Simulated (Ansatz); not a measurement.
Isolated molecules relaxed with PBE0-D4/def2-TZVP in Ansatz; ΔE leaves out vibrations. CCSD(T)/CBS adds triple-zeta CCSD(T) − MP2 to the extrapolated MP2 energy (def2 sets, frozen cores). This one scheme is used for every species, atoms too. Functionals use def2-TZVPP. HSE06 is defined as in plane-wave codes. Open shells (•) are unrestricted, without spin–orbit coupling. Spin–orbit coupling would lower the free atoms: a little for C, O. Each species was taken in one conformer, which may not be the lowest.

Reaction (atomization): `CCC(=O)O` → 3 C• + 6 H• + 2 O•

`CCC(=O)O`:

Z-matrix (Å, degrees):
```
C
C 1 1.514
H 1 1.091 2 110.5
H 1 1.091 2 111.0 3 -120.3
H 1 1.091 2 111.0 3 120.3
C 2 1.501 1 113.0 3 -180.0
H 2 1.095 1 111.8 3 -58.8
H 2 1.095 1 111.8 3 58.9
O 6 1.346 2 111.6 1 -179.9
O 6 1.200 2 126.0 1 0.1
H 9 0.967 6 106.5 2 -179.9
```

Problem. What is ΔE at CCSD(T)/CBS? (Estimate.)

Solution. Computed: +4590.1 kJ/mol.

Problem. What do these levels give: HSE06-D4, PBE0, HSE06, LC-ωPBE, MP2/def2-TZVPP, CCSD(T)/def2-TZVPP? (An estimate is asked.)

Solution. Ansatz gave: HSE06-D4 4621.1, PBE0 4602.9, HSE06 4608.2, LC-ωPBE 4600.3, MP2/def2-TZVPP 4579.8, CCSD(T)/def2-TZVPP 4476.9 kJ/mol.

Largest T1 diagnostic among the species: 0.014.

In def2-TZVPP, CCSD(T) changes the Hartree–Fock value by +1181.9 kJ/mol (the triples alone add +75.4 kJ/mol) and MP2 by +1284.9 kJ/mol; breaking electron pairs costs correlation energy, which Hartree–Fock lacks. At CCSD(T), def2-SVP lies −196.2 kJ/mol from the extrapolated value and def2-TZVPP −113.2 kJ/mol: correlation converges slowly with the basis, and small sets miss more of it in the bonded molecule than in its fragments. From BLYP to BHLYP (50 % exact exchange), in def2-TZVPP and without D4, ΔE moves by −164.0 kJ/mol: exact exchange takes away binding that semilocal exchange gives to molecules.

For atomizations the MP2-based limit and the directly extrapolated one differ by several kJ/mol either way, and by 10 to 25 for some Ge, Se and Sn compounds, so smaller differences from it don't rank the levels.
